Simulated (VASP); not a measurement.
# HfS2 (P-3m1) in VASP: relaxation of cell and atoms with LDA

Aim: the relaxation of cell and atoms of HfS2 with LDA.

Program: VASP 6.6.1. These are calculated values, not measurements. Logs are shortened: lines on timing, memory, paths and dates and some standing lists are left out, and cuts for length are marked.

## Step 1: The structure

Symmetry: P-3m1, No. 164, trigonal system. Conventional cell: a = 3.640 Å, b = 3.640 Å, c = 6.056 Å, α = 90.00°, β = 90.00°, γ = 120.00°. Hf (site symmetry -3m) has 6 S at 2.54 Å as nearest neighbours. S (site symmetry 3m) has 3 Hf at 2.54 Å as nearest neighbours.

The cell is a database's computed one.

## Step 2: Relaxation of cell and atoms, LDA, target pressure 2 GPa, at which the enthalpy is minimised

The input, INCAR:

```
PREC = Accurate ; ENCUT = 600
EDIFF = 1E-6 ; ISMEAR = -1
SIGMA = 0.05 ; LREAL = False
LASPH = True ; NELM = 80
ALGO = Normal ; ISIF = 3
LWAVE = False ; LCHARG = False
GGA = CA ; IBRION = 2
NSW = 60 ; EDIFFG = -0.01
PSTRESS = 20
```

The input, KPOINTS:

```
Automatic mesh
0
Gamma
  12 12 8
```

The input, POSCAR:

```
HfS2
1.0
    3.6396641800      0.0000000000      0.0000000000
   -1.8198320900      3.1520416411      0.0000000000
    0.0000000000      0.0000000000      6.0555624700
Hf S
1 2
Direct
    0.0000000000      0.0000000000      0.0000000000
    0.6666666667      0.3333333333      0.7639520500
    0.3333333333      0.6666666667      0.2360479500
```

Potentials or basis: VASP PAW LDA potentials, release 64 (Hf_pv, S).

Started as:

```console
cat potpaw_LDA.64/Hf_pv/POTCAR potpaw_LDA.64/S/POTCAR > POTCAR
mpirun -np 1 vasp_std > vasp.out
```

OUTCAR:

```text
PREC = Accurate
   ENCUT = 600
   EDIFF = 1E-6
   ISMEAR = -1
   LREAL = False
   LASPH = True
   NELM = 80
   ISIF = 3
   GGA = CA
   IBRION = 2
   NSW = 60
   EDIFFG = -0.01
   PSTRESS = 20

 ion  position               nearest neighbor table
   1  0.000  0.000  0.000-   2 2.54   3 2.54   3 2.54   2 2.54   2 2.54   3 2.54
   2  0.667  0.333  0.764-   1 2.54   1 2.54   1 2.54
   3  0.333  0.667  0.236-   1 2.54   1 2.54   1 2.54

  LATTYP: Found a hexagonal cell.
 ALAT       =     3.6396641800
 C/A-ratio  =     1.6637695596

  Lattice vectors:

 A1 = (   3.6396641800,   0.0000000000,   0.0000000000)
 A2 = (  -1.8198320900,   3.1520416411,   0.0000000000)
 A3 = (   0.0000000000,   0.0000000000,   6.0555624700)

Analysis of symmetry for initial positions (statically):
=====================================================================
 Subroutine PRICEL returns:
 Original cell was already a primitive cell.

 Routine SETGRP: Setting up the symmetry group for a
 hexagonal supercell.

 Subroutine GETGRP returns: Found 12 space group operations
 (whereof 12 operations were pure point group operations)
 out of a pool of 24 trial point group operations.

The static configuration has the point symmetry D_3d.

Analysis of symmetry for dynamics (positions and initial velocities):
=====================================================================
 Subroutine PRICEL returns:
 Original cell was already a primitive cell.

 Routine SETGRP: Setting up the symmetry group for a
 hexagonal supercell.

 Subroutine GETGRP returns: Found 12 space group operations
 (whereof 12 operations were pure point group operations)
 out of a pool of 24 trial point group operations.

The dynamic configuration has the point symmetry D_3d.

 Subroutine INISYM returns: Found 12 space group operations
 (whereof 12 operations are pure point group operations),
 and found     1 'primitive' translations

----------------------------------------------------------------------------------------

                                     Primitive cell

  volume of cell :      69.4717

  direct lattice vectors                    reciprocal lattice vectors
     3.639664180  0.000000000  0.000000000     0.274750623  0.158627346  0.000000000
    -1.819832090  3.152041641  0.000000000     0.000000000  0.317254692  0.000000000
     0.000000000  0.000000000  6.055562470     0.000000000  0.000000000  0.165137426

  length of vectors
     3.639664180  3.639664180  6.055562470     0.317254692  0.317254692  0.165137426

  position of ions in fractional coordinates (direct lattice)
     0.000000000  0.000000000  0.000000000
     0.666666667  0.333333333  0.763952050
     0.333333333  0.666666667  0.236047950

  ion indices of the primitive-cell ions
   primitive index   ion index
                 1           1
                 2           2
                 3           3

----------------------------------------------------------------------------------------

 KPOINTS: Automatic mesh

Automatic generation of k-mesh.
 Grid dimensions read from file:
 generate k-points for:   12   12    8

 Generating k-lattice:

  Cartesian coordinates                     Fractional coordinates (reciprocal lattice)
     0.022895885  0.013218945  0.000000000     0.083333333  0.000000000  0.000000000
     0.000000000  0.026437891  0.000000000     0.000000000  0.083333333  0.000000000
     0.000000000  0.000000000  0.020642178     0.000000000  0.000000000  0.125000000

  Length of vectors
     0.026437891  0.026437891  0.020642178

  Shift w.r.t. Gamma in fractional coordinates (k-lattice)
     0.000000000  0.000000000  0.000000000

 Subroutine IBZKPT returns following result:
 ===========================================

 Found    131 irreducible k-points:

 Following reciprocal coordinates:
            Coordinates               Weight
  0.000000  0.000000  0.000000      1.000000
  0.083333 -0.000000  0.000000      6.000000
  0.166667 -0.000000  0.000000      6.000000
  0.250000 -0.000000  0.000000      6.000000
  0.333333 -0.000000  0.000000      6.000000
  0.416667 -0.000000  0.000000      6.000000
[... 16 lines left out ...]
  0.166667 -0.000000  0.125000      6.000000
  0.000000  0.166667  0.125000      6.000000
 [... further k-points ...]
   k-points           NKPTS =    131   k-points in BZ     NKDIM =    131   number of bands    NBANDS=     15
   number of dos      NEDOS =    301   number of ions     NIONS =      3
   total plane-waves  NPLWV =  43200
   dimension x,y,z NGX =    30 NGY =   30 NGZ =   48
   dimension x,y,z NGXF=    60 NGYF=   60 NGZF=   96
   ions per type =               1   2
   NGX,Y,Z   is equivalent  to a cutoff of  13.70, 13.70, 13.18 a.u.
   NGXF,Y,Z  is equivalent  to a cutoff of  27.41, 27.41, 26.36 a.u.
 SYSTEM =  unknown system
   PREC   = accura    normal or accurate (medium, high low for compatibility)
   ISTART =      0    job   : 0-new  1-cont  2-samecut
   ICHARG =      2    charge: 1-file 2-atom 10-const
   ISPIN  =      1    spin polarized calculation?
   LNONCOLLINEAR =      F non collinear calculations
   LSORBIT =      F    spin-orbit coupling
   LASPH  =      T    aspherical Exc in radial PAW
   ENCUT  =  600.0 eV  44.10 Ry    6.64 a.u.   7.27  7.27 12.09*2*pi/ulx,y,z
   NELM   =     80;   NELMIN=  2; NELMDL= -5     # of ELM steps
   EDIFF  = 0.1E-05   stopping-criterion for ELM
   LREAL  =      F    real-space projection
   EDIFFG = -.1E-01   stopping-criterion for IOM
   NSW    =     60    number of steps for IOM
   IBRION =      2    ionic relax: 0-MD 1-quasi-New 2-CG
   NFREE  =      1    steps in history (QN), initial steepest desc. (CG)
   ISIF   =      3    stress and relaxation
   ISYM   =      2    0-nonsym 1-usesym 2-fastsym
   POTIM  = 0.5000    time-step for ionic-motion
   TEBEG  =    0.0;   TEEND  =   0.0 temperature during run
   PSTRESS=   20.0 pullay stress
   NELECT =      22.0000    total number of electrons
   NUPDOWN=      -1.0000    fix difference up-down
   EMIN   =  10.00;   EMAX   =-10.00  energy-range for DOS
   EFERMI =   0.00;   METHOD = LEGACY
   ISMEAR =    -1;   SIGMA  =   0.05  broadening in eV -4-tet -1-fermi 0-gaus
   EFERMI_NEDOS =   21; number of points for ismear=-14 and -15
   IALGO  =     38    algorithm
   IMIX   =      4    mixing-type and parameters
     AMIX     =   0.40;   BMIX     =  1.00
     AMIX_MAG =   1.60;   BMIX_MAG =  1.00
  volume/ion in A,a.u.               =      23.16       156.27
  Fermi-wavevector in a.u.,A,eV,Ry     =   1.115869  2.108686 16.941474  1.245163
  Thomas-Fermi vector in A             =   2.252478
   LORBIT       =      0    0 simple, 1 ext, 2 COOP (PROOUT), +10 PAW based schemes
   GGA     = CA    functional components
   LHFCALC =     F    Hartree Fock is set to
   AEXX    =    0.0000 exact exchange contribution
   IVDW    =     0    specifies the selected vdW correction
   LEPSILON=     F    determine dielectric tensor
   LRPA    =     F    only Hartree local field effects (RPA)
 conjugate gradient relaxation of ions
 non-spin polarized calculation
  energy-cutoff  :      600.00
  volume of cell :       69.47
 maximum number of plane-waves:      2364
 NGX is ok and might be reduce to    30
   NGX = 15   NGY = 15   NGZ = 25

--------------------------------------- Ionic step        1  -------------------------------------------

 number of electron      22.0000001 magnetization

 Free energy of the ion-electron system (eV)
  ---------------------------------------------------
  ext. energy  EPLUGINS =         0.00000000
  ---------------------------------------------------
  free energy    TOTEN  =       -24.80886464 eV

  energy without entropy =      -24.80886352  energy(sigma->0) =      -24.80886408

 E-fermi :   3.2654     XC(G=0):  -9.7750

 val. band max:        2.7326786800   @ k =   0.0833   0.0833   0.0000
 cond. band min:       3.7764519362   @ k =   0.5000  -0.0000   0.5000
 fundamental gap:      1.0437732562
 Fermi energy:         3.2654477679

 k-point     1 :       0.0000    0.0000    0.0000
  band No.  band energies     occupation
      1     -27.8096      2.00000
      2     -27.7017      2.00000
      3     -27.7017      2.00000
      4     -10.2039      2.00000
      5      -8.5223      2.00000
      6      -1.8709      2.00000
      7      -0.0311      2.00000
      8      -0.0311      2.00000
      9       2.6705      1.99999
     10       2.7115      1.99997
     11       2.7115      1.99997
     12       4.6101      0.00000
     13       4.6101      0.00000
     14       5.2754      0.00000
[... 401 lines left out ...]
      2     -27.7511      2.00000
      3     -27.7128      2.00000
      4      -9.8723      2.00000
      5      -8.5987      2.00000
      6      -1.4476      2.00000
      7      -0.3271      2.00000
      8       0.1158      2.00000
      9       1.0592      2.00000
     10       2.1236      2.00000
     11       2.6349      1.99999
     12       4.5059      0.00000
     13       5.3771      0.00000
     14       5.8715      0.00000
     15       7.6497      0.00000

 [... further k-points ...]
[... 5 lines left out ...]
  --------------------------------------------------------------------------------------
  -------------------------------------------------------------------------------------
  Total       -2.0919960     -2.0919960     -1.3117319     -0.0000000      0.0000000      0.0000000
  in kB      -48.2462625    -48.2462625    -30.2515699     -0.0000000      0.0000000      0.0000000
  external PRESSURE =     -62.2480317 kB  Pullay stress =      20.0000000 kB
[... 100 lines left out ...]
  energy  without entropy=      -24.8431639890  energy(sigma->0) =      -24.84316496

  enthalpy is  TOTEN    =       -24.0233318932 eV   P V=        0.8198340470

[... ionic steps 4 to 12 ...]

--------------------------------------- Ionic step       13  -------------------------------------------

 number of electron      21.9999999 magnetization

------------------------ aborting loop because EDIFF is reached ----------------------------------------
[... 73 lines left out ...]
--------------------------------------- Ionic step       15  -------------------------------------------

 number of electron      21.9999999 magnetization

 Free energy of the ion-electron system (eV)
  ---------------------------------------------------
  ext. energy  EPLUGINS =         0.00000000
  ---------------------------------------------------
  free energy    TOTEN  =       -24.86313515 eV

  energy without entropy =      -24.86297486  energy(sigma->0) =      -24.86305501

 E-fermi :   4.8930     XC(G=0): -10.6266

 val. band max:        4.7528144977   @ k =   0.0000   0.0000   0.0000
 cond. band min:       5.0813998651   @ k =   0.5000  -0.0000   0.5000
 fundamental gap:      0.3285853673
 Fermi energy:         4.8929598049

 k-point     1 :       0.0000    0.0000    0.0000
  band No.  band energies     occupation
      1     -26.0227      2.00000
      2     -25.8826      2.00000
      3     -25.8826      2.00000
      4      -9.1818      2.00000
      5      -6.9625      2.00000
      6      -1.1273      2.00000
      7       1.4966      2.00000
      8       1.4966      2.00000
      9       4.4399      1.99977
     10       4.4399      1.99977
     11       4.7528      1.88567
     12       6.2796      0.00000
     13       6.2796      0.00000
     14       6.7468      0.00000
[... 401 lines left out ...]
      2     -25.9542      2.00000
      3     -25.8985      2.00000
      4      -8.7788      2.00000
      5      -7.1089      2.00000
      6      -0.5940      2.00000
      7       1.2755      2.00000
      8       1.6235      2.00000
      9       2.4312      2.00000
     10       3.8148      2.00000
     11       4.3983      1.99990
     12       6.0550      0.00000
     13       7.0777      0.00000
     14       7.4818      0.00000
     15       9.5320      0.00000

 [... further k-points ...]
[... 5 lines left out ...]
  --------------------------------------------------------------------------------------
  -------------------------------------------------------------------------------------
  Total        0.7534490      0.7534490      0.7550886      0.0000000      0.0000000      0.0000000
  in kB       20.3713928     20.3713928     20.4157227      0.0000000      0.0000000      0.0000000
  external PRESSURE =       0.3861694 kB  Pullay stress =      20.0000000 kB
[... 22 lines left out ...]
  energy  without entropy=      -24.8629748646  energy(sigma->0) =      -24.86305501

  enthalpy is  TOTEN    =       -24.1234223350 eV   P V=        0.7397128155

 reached required accuracy - stopping structural energy minimisation
```

Run time: 8.2 min. Hardware: 1 thread of Intel Xeon 6975P-C (Granite Rapids), shared host; peak memory 0.31 GiB.

Results:

| Item | Value |
| --- | --- |
| Free energy | -24.8631 eV |
| Relaxed volume | 19.75 Å³/atom |
| Relaxed cell | a = 3.523 Å, b = 3.523 Å, c = 5.513 Å, α = 90.00°, β = 90.00°, γ = 120.00° |
| Space group after relaxing (to 0.05 Å) | P-3m1 (No. 164) |
| Energy change on relaxing (the enthalpy is what falls) | -18.1 meV/atom |
| Ionic steps | 15 |
| Pressure after relaxing | 2.0 GPa |
| Largest force after relaxing | 0.005 eV/Å |
| Band gap on the k mesh | 0.33 eV, indirect (least direct gap 1.37 eV) |

Forces in eV/Å, atoms in the order of the input:
```
Hf   0.000  0.000  0.000
S    0.000  0.000  0.005
S    0.000  0.000 -0.005
```

Step by step:
| step | energy change (eV) | largest force (eV/Å) | pressure (GPa) | volume (Å³) |
| --- | --- | --- | --- | --- |
| 1 | 0.0000 | 0.2491 | -4.22 | 69.47 |
| 2 | 0.1848 | 1.7711 | 12.35 | 60.81 |
| 3 | -0.0343 | 0.5109 | 1.68 | 65.68 |
| 4 | -0.0334 | 0.5275 | 1.80 | 65.60 |
| 5 | -0.0444 | 0.3940 | 1.77 | 64.80 |
| 6 | -0.0400 | 0.0434 | 1.71 | 62.84 |
| 7 | -0.0461 | 0.0494 | 1.92 | 61.98 |
| 8 | -0.0484 | 0.0566 | 2.86 | 59.40 |
| 9 | 0.1324 | 0.1866 | 7.48 | 54.25 |
| 10 | -0.0421 | 0.1874 | 3.81 | 58.90 |
| 11 | -0.0510 | 0.3480 | -0.36 | 59.86 |
| 12 | -0.0545 | 0.0581 | 1.85 | 59.33 |
| 13 | -0.0544 | 0.0210 | 1.97 | 59.27 |
| 14 | -0.0543 | 0.0128 | 2.00 | 59.26 |
| 15 | -0.0543 | 0.0054 | 2.04 | 59.26 |

Final structure:
```
Hf S
1.0
     3.52288    0.00000    0.00000
    -1.76144    3.05090    0.00000
     0.00000    0.00000    5.51339
Hf S
1 2
Direct
  0.00000 0.00000 0.00000
  0.66667 0.33333 0.73659
  0.33333 0.66667 0.26340
```

Caveat: the cell is relaxed towards a set pressure, so the enthalpy falls and the energy may rise; spin-orbit coupling is left out, which moves the levels of the heavy elements.
